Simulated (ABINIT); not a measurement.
Crystal: BN.

```
CELL_PARAMETERS angstrom
0.00000 1.81300 1.81300
1.81300 0.00000 1.81300
1.81300 1.81300 0.00000
ATOMIC_POSITIONS crystal
N 0.25000 0.25000 0.25000
B 0.00000 0.00000 0.00000
```

The cell is a database's computed one.

Program: ABINIT 10.8.3 (patched build). Alike in all runs: task band structure; potentials or basis JTH PAW PBE v2.0; no spin polarisation; cell as given; k mesh 13 × 13 × 13; cutoff (eV) 844; smearing fermi-dirac 0.05 eV.

**Question.** Order these runs on this cell by their band gap on the k mesh, lowest first.
A. level PBEsol
B. level RPBE
C. level TB-mBJ
D. level SCAN

**Answer.** A (4.34 eV), B (4.55 eV), D (5.01 eV), C (5.96 eV).

Caveats: the constant c of TB-mBJ comes from the pseudo density here, which moves gaps by up to 0.3 eV between sets of potentials (some runs).

A k mesh can miss the band edges.

Runs at the PBE level aren't shown here.
